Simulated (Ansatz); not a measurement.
Input and command of a calculation in Ansatz (plane waves; scalar-relativistic PAW potentials unless the input names others):

```yaml
crystal:
  lattice:
    - [-1.3983037077, 1.3983037077, 1.3983037077]
    - [1.3983037077, -1.3983037077, 1.3983037077]
    - [1.3983037077, 1.3983037077, -1.3983037077]
  atoms:
    - { symbol: Mn, position: [0.0, 0.0, 0.0], spin: 0.55 }
basis:
  ecutwfc: 420
kpoints:
  mp_grid: { grid: [20, 20, 20] }
hamiltonian:
  xc: pbe
scf:
  max_iter: 50
output:
  forces: true
  eigenvalues: true
  stress: true
magnetization:
  spin_polarized: true
```

```bash
ansatz run input.yaml --threads 1 --pin off --max-ram 2560MiB --backend cpu --events-out ev --progress --plain --runs-dir out
```

Problem. What will the program do with this input?

Solution. The program refuses it, because of no occupation method (scf.occupations: {"method": "gaussian", "width": 0.1} → not typed). With the sound run's settings it is accepted.

Abridged log:
```
Error: YAML parse error: `scf.occupations.method` is required: fixed only where the cell keeps a band gap throughout the run, explicit beside scf.occupations.values (under evaluate: without them), else a smearing such as fermi_dirac (scf.occupations.width is optional; its entry in the input reference gives the default)
```